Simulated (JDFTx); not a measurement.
Crystal: Sb.

```
Sb
1.0
     2.15420    1.24373    3.75800
    -2.15420    1.24373    3.75800
     0.00000   -2.48746    3.75800
Sb
2
Direct
  0.76651 0.76651 0.76651
  0.23349 0.23349 0.23349
```

```yaml
Program: JDFTx 1.7.0 (patched build)
Task: relaxation of cell and atoms
Functional: r2SCAN
Potentials_or_basis: SG15-PBE-1.2 with smoothed tails
Cutoff: 1088 eV
Density_cutoff: 8708 eV
k_mesh: 3 × 3 × 3
Occupations: fermi-dirac, width 0.05 eV
Spin: no spin polarisation
```

At the start: pressure 0.9 GPa; volume 30.21 Å³/atom.

Question: Where does the relaxation end?

Answer: Over 8 steps the energy falls by 15.5 meV/atom and the volume is 31.22 Å³/atom (+3.4 %); space group R-3m (No. 166, to 0.05 Å).

Step by step:
```tsv
step	energy change (eV)	largest force (eV/Å)	pressure (GPa)	volume (Å³)
1	0.0000	0.4030	0.88	60.41
2	-0.0099	0.2977	1.02	60.53
3	-0.0283	0.0057	0.72	61.61
4	-0.0302	0.0358	0.24	62.09
5	-0.0309	0.0203	-0.03	62.46
6	-0.0311	0.0064	0.01	62.46
7	-0.0311	0.0015	0.00	62.45
8	-0.0311	0.0003	0.00	62.45
```

Final structure:
```cif
data_structure
_symmetry_space_group_name_H-M 'P 1'
_symmetry_Int_Tables_number 1
_cell_length_a 4.5322
_cell_length_b 4.5322
_cell_length_c 4.5322
_cell_angle_alpha 57.764
_cell_angle_beta 57.764
_cell_angle_gamma 57.764
_cell_volume 62.45
loop_
_atom_site_label
_atom_site_type_symbol
_atom_site_fract_x
_atom_site_fract_y
_atom_site_fract_z
_atom_site_occupancy
Sb1 Sb 0.77145 0.77145 0.77145 1
Sb2 Sb 0.22855 0.22855 0.22855 1
```

Caveat: the k mesh is coarse (spacing up to 0.59 Å⁻¹), so the values aren't converged; meta-GGA forces are noisy on this grid; the potentials were made for another functional, which shifts forces and pressure.
